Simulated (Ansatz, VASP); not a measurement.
## Ga in VASP and in Ansatz

```
Ga
1.0
     0.00000    2.68293    2.68293
     2.68293    0.00000    2.68293
     2.68293    2.68293    0.00000
Ga
2
Cartesian
  -0.6707 -0.6707 -0.6707
  0.6707 0.6707 0.6707
```

Alike in both runs: functional PBE; k mesh 13 × 13 × 13; occupations fermi-dirac, width 0.08 eV; no spin polarisation.

Ansatz relaxed the structure, and its values are those at the end. VASP's run is a single point on that final structure, the one shown.

|  | VASP | Ansatz |
| --- | --- | --- |
| version | VASP 6.6.1 | Ansatz 0.2.0 |
| potentials or method | VASP PAW PBE potentials, release 64 (Ga_d) | PAW with Ansatz's default frozen-core files, scalar-relativistic |
| plane-wave cutoff (eV) | 520 | 420 |
| valence electrons in the cell | 26 | 26 |

VASP gave:

```
pressure (GPa) : 19.2
```

Task: Which values does Ansatz return?

Result: Pressure (GPa): 19.0.

Caveats: so large a pressure means that the cell lies far from this level's equilibrium, or that cutoff or potentials fall short (VASP).
